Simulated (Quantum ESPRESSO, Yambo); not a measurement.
An input for Yambo 5.3.0 (CdTe (F-43m)):

```
HF_and_locXC
gw0
dyson
ppa
em1d
rim_cut
RandQpts= 1000000
RandGvec= 1 RL
EXXRLvcs= 94 Ry
VXCRLvcs= 376 Ry
Chimod= "HARTREE"
% BndsRnXp
 1 | 93 |
%
NGsBlkXp= 7 Ry
% LongDrXp
 1 | 1 | 1 |
%
% GbndRnge
 1 | 93 |
%
DysSolver= "n"
ExtendOut
PPAPntXp= 27.21138 eV
% QPkrange
 1 | 1 | 21 | 24 |
%
```

```sh
OMP_NUM_THREADS=1 mpirun -n 4 yambo -F gw8.in -J gw8 -C gw8 > gw8.log
```

The stored states that it reads are on a 4×4×4 mesh. The structure is cubic, space group F-43m (No. 216). Conventional cell: a = 6.480 Å, b = 6.480 Å, c = 6.480 Å, α = 90.00°, β = 90.00°, γ = 90.00°. Nearest to Cd lie 4 Te at 2.81 Å. Nearest to Te lie 4 Cd at 2.81 Å. Farther neighbours and most contacts between anions are not listed.

**Question.** Estimate wall time and host memory on 4 MPI ranks of Arm Neoverse V1, shared host.

It took 2.1 min; on shared hardware allow 64 s to 4.2 min. Peak host memory was 2.4 GiB.

The screening grows as filled bands × empty bands × pairs of k points, times the square of the screening basis for the matrix.

[Paths, hosts, dates, memory and timing lines, banners, echoed tables and standing remarks are left out of the program output.]

[Logs are printed without paths, hosts, clocks, repeated set-up lines and the standing remarks that a program may print on its own settings, such as how far it seeks lower states.]

[Runs of the session that timed out or met a known fault of the program may be left out.]

[Hosts, paths, dates, database ids (printed as entryN), source tags and the programs' standing remarks are cut or masked in the printed files.]
